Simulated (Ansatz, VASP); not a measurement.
One calculation of Sc, two programs

INCAR

```
ALGO = Fast ; EDIFF = 1E-6
ENCUT = 520 ; GGA = PE
ISIF = 2 ; ISMEAR = -1
LASPH = T ; LCHARG = T
LELF = T ; LREAL = F
LVHAR = T ; LWAVE = F
NBANDS = 12 ; NELM = 100
PREC = Accurate ; SIGMA = 0.05
```

Contents of KPOINTS:

```
k-points
0
Gamma
  10 10 10
```

The input POSCAR:

```
Sc
1.0
    0.0000000000      2.3043249787      2.3043249787
    2.3043249787      0.0000000000      2.3043249787
    2.3043249787      2.3043249787      0.0000000000
Sc
1
Direct
    0.0000000000      0.0000000000      0.0000000000
```

File input.yaml:

```yaml
crystal:
  lattice:
    - [0.0, 2.3043249787, 2.3043249787]
    - [2.3043249787, 0.0, 2.3043249787]
    - [2.3043249787, 2.3043249787, 0.0]
  atoms:
    - { symbol: Sc, position: [0.0, 0.0, 0.0] }
kpoints:
  mp_grid: { grid: [10, 10, 10] }
scf:
  occupations: { method: fermi_dirac, width: 0.05 }
hamiltonian:
  xc: pbe
  pseudopotentials: { kind: all_electron, lapw: { basis_error: 0.0005 } }
output:
  forces: true
  stress: true
  eigenvalues: true
```

Change from the starting cell: volume scaled by 1.06.

Alike in both runs: task single point; functional PBE; k mesh 10 × 10 × 10; occupations fermi-dirac, width 0.05 eV; no spin polarisation.

|  | VASP | Ansatz |
| --- | --- | --- |
| version | VASP 6.6.1 | Ansatz 0.2.0 |
| potentials or method | VASP PAW PBE potentials, release 64 (Sc_sv) | all-electron LAPW, scalar-relativistic |
| plane-wave cutoff (eV) | 520 | see its input |

```tsv
	VASP	Ansatz	Ansatz less VASP
gap on the k mesh at the Fermi level (eV)	none	none	-
pressure (GPa)	0.4	0.4	+0.02
```

A gap of «none» marks a metal or a gap that the smearing closes. Ansatz ran all-electron here, so the differences hold the error of VASP's frozen core and of both bases.
